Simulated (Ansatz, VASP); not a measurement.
Cu: VASP beside Ansatz

```
Cu
1.0
     0.00000    1.75474    1.75474
     1.75474    0.00000    1.75474
     1.75474    1.75474    0.00000
Cu
1
Direct
  0.00000 0.00000 0.00000
```

Alike in both runs: task single point; functional LDA; k mesh 12 × 12 × 12; occupations fermi-dirac, width 0.06 eV; no spin polarisation.

|  | VASP | Ansatz |
| --- | --- | --- |
| version | VASP 6.6.1 | Ansatz 0.2 development build |
| potentials or method | VASP PAW LDA potentials, release 64 (Cu), cutoff 520 eV | all-electron full-potential LAPW, scalar-relativistic |

VASP gave:

| Item | Value |
| --- | --- |
| pressure (GPa) | 2.3 |

Q: Estimate Ansatz's values.

A: Pressure (GPa): 1.4.

Ansatz ran all-electron here, so the differences hold the error of VASP's frozen core and of both bases.
